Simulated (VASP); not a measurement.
Input:

```xyz
4
Lattice="1.8070 -3.1299 0.0000 1.8070 3.1299 0.0000 0.0000 0.0000 3.8549" Properties=species:S:1:pos:R:3 pbc="T T T"
Li     1.8070     1.0433     0.0000
Li     1.8070    -1.0433     0.0000
Li     1.8070    -3.1299     1.9274
N      1.8070    -3.1299     0.0000
```

Calculation: r2SCAN meta-GGA, VASP's PBE PAW potentials (set 64) (plane waves; VASP). Numerical set-up: 520 eV cut-off, 8×8×7 Γ-centred mesh, tetrahedra with Blöchl corrections, potentials Li_sv N.

The cores are frozen, which limits the accuracy of field gradients.

Task: Give the principal components of the electric field gradient (V/Å²) and the asymmetry η at each nucleus.

Result: 
| atom | Vxx | Vyy | Vzz | η |
|---|---|---|---|---|
| Li1 | -0.9 | -0.9 | 1.8 | 0.00 |
| Li2 | -0.9 | -0.9 | 1.8 | 0.00 |
| Li3 | 1.9 | 1.9 | -3.9 | 0.00 |
| N4 | -6.5 | -6.5 | 12.9 | 0.00 |

The compound is Li3N in the alpha structure. It was relaxed first.
